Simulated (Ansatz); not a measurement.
TiTe:

```
CELL_PARAMETERS angstrom
3.63109 0.00000 0.00000
0.00000 3.63109 0.00000
0.00000 0.00000 3.63109
ATOMIC_POSITIONS crystal
Ti 0.00000 0.00000 0.00000
Te 0.50000 0.50000 0.50000
```

The cell comes from a database or a generator and needn't be the stable form of this composition.

Base run:

| Item | Value |
| --- | --- |
| Program | Ansatz 0.2.0 |
| Functional | LDA |
| Potentials or basis | Ansatz PAW |
| Cutoff | 420 eV (not typed: the program's choice for these potentials) |
| k mesh | 7 × 7 × 7 |
| Occupations | fermi-dirac, width 0.05 eV |
| Spin | no spin polarisation |
| Hubbard terms | Ti d U = 3 eV |

Its results: band gap on the k mesh none (metal or under the smearing width); pressure -13.1 GPa.

**Question.** The run is repeated on the same cell with these changes: hubbard terms from Ti d U = 3 eV to Ti d U = 2 eV. What comes out?

**Answer.** Band gap on the k mesh none (metal or under the smearing width); pressure -14.3 GPa.

Caveats: spin-orbit coupling is left out, which moves the levels of the heavy elements; U without spin polarisation on a metal has little footing; the PAW data sets come from PBE, with cores solved anew for the run's functional, which leaves a small shift of forces and pressure; the U is typed as a test and isn't derived for this compound.
